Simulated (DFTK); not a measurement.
Write the native input for DFTK 0.8.2 that does the following.

* Task: single point
* Functional: PBE
* Potentials or basis: in-house norm-conserving set (PBE, scalar relativistic)
* Cutoff: 1034 eV
* k mesh: 8 × 8 × 8
* Occupations: fermi-dirac, width 0.05 eV
* Spin: no spin polarisation
* Valence electrons: Au 19
* SCF tolerance on the density: 1e-06

The system is Au.

```
Au
1.0
    -0.04177    1.95347    2.18363
     2.02130    0.08375    2.05811
     2.13229    1.93894   -0.02724
Au
1
Direct
  0.00000 0.00000 0.00000
```

This isn't the form of Au at room conditions, which is fcc.

These files were run (other wordings do the same):

run.jl

```julia
using DFTK
using PseudoPotentialData
using Unitful, UnitfulAtomic
using LinearAlgebra, Printf
include("save.jl")
disable_threading()

# lattice vectors are the columns
lattice = austrip(1u"Å") * [   -0.04177394     2.02129817     2.13229252;
               1.95346746     0.08375225     1.93893562;
               2.18363431     2.05810812    -0.02724211]
symbols   = [:Au]
positions = [[0.0, 0.0, 0.0]]
pseudopotentials = Dict(:Au => "Au.upf")
elements = Dict(s => ElementPsp(s, pseudopotentials; rcut=10.0) for s in unique(symbols))
atoms    = [elements[s] for s in symbols]

build_model(lattice, positions; symmetries=true) =
    model_DFT(lattice, atoms, positions;
              functionals=PBE(),
              temperature=austrip(0.05u"eV"),
              smearing=Smearing.FermiDirac(),
              symmetries)
Ecut  = 38.0  # hartree
kgrid = [8, 8, 8]
tol   = 1e-6
to_GPa = ustrip(uconvert(u"GPa", 1u"hartree/bohr^3"))

model = build_model(lattice, positions)
basis = PlaneWaveBasis(model; Ecut, kgrid)
display(basis)
scfres = self_consistent_field(basis;
                               tol,
                               nbandsalg=AdaptiveBands(model; n_bands_converge=14))
display(scfres.energies)
@printf "Fermi level: %.6f eV\n" ustrip(auconvert(u"eV", something(scfres.εF, NaN)))
forces = compute_forces_cart(scfres)
println("Forces (eV/Å)")
for (s, f) in zip(symbols, forces)
    @printf "%-3s %12.6f %12.6f %12.6f\n" s ustrip.(auconvert.(u"eV/Å", f))...
end
stress = compute_stresses_cart(scfres)
println("Stress (GPa)")
display(round.(stress * to_GPa; digits=4))
println("Levels at the first k-point (eV): ", round.(ustrip.(auconvert.(u"eV", scfres.eigenvalues[1][1:scfres.n_bands_converge])); digits=4))
save_scf!(scfres; forces, stress)
```

Potentials or basis: in-house norm-conserving set (PBE, scalar relativistic).

Launch:

```bash
$ julia --threads=1 run.jl  # save.jl only writes the numbers to a file and isn't shown; printed stress counts tension as positive; times include loading and compiling
```

Results of the run:

The pressure is 10.6 GPa and the band gap on the k mesh is none (metal or under the smearing width).

Wall time 3.1 min on 1 thread of Intel(R) Xeon(R) 6975P-C (Granite Rapids), with other jobs on the host, peak memory 2.3 GiB.
